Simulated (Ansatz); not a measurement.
Results of Hartree–Fock (PAW; Ansatz, an electronic-structure program) for fluorite SrF2.

Settings: plane-wave cutoff 460 eV, 8×8×8 k mesh, Fermi–Dirac smearing 0.01 eV, scalar-relativistic PAW data made under PBE.

The cell is scaled about its equilibrium volume:

| V (Å³/atom) | P (GPa) | direct gap at Γ (eV) | smallest gap on the k mesh (eV) |
|---|---|---|---|
| 15.989 | 4.40 | 18.582 | 18.523 |
| 16.494 | 1.84 | 18.367 | 18.299 |
| 16.866 | 0.21 | 18.216 | 18.140 |
| 17.340 | -1.60 | 18.028 | 17.946 |
| 17.763 | -2.98 | 17.868 | 17.781 |

The fundamental gap (18.12 eV at the equilibrium volume, on the SCF mesh) lies elsewhere than Γ–Γ.

Measured, for comparison: band gap 11.1 eV (temperature not stated, no zero-point or thermal correction; as tabulated in Aguado et al. (1999), arXiv:cond-mat/9901145).

Spin–orbit coupling is not included.
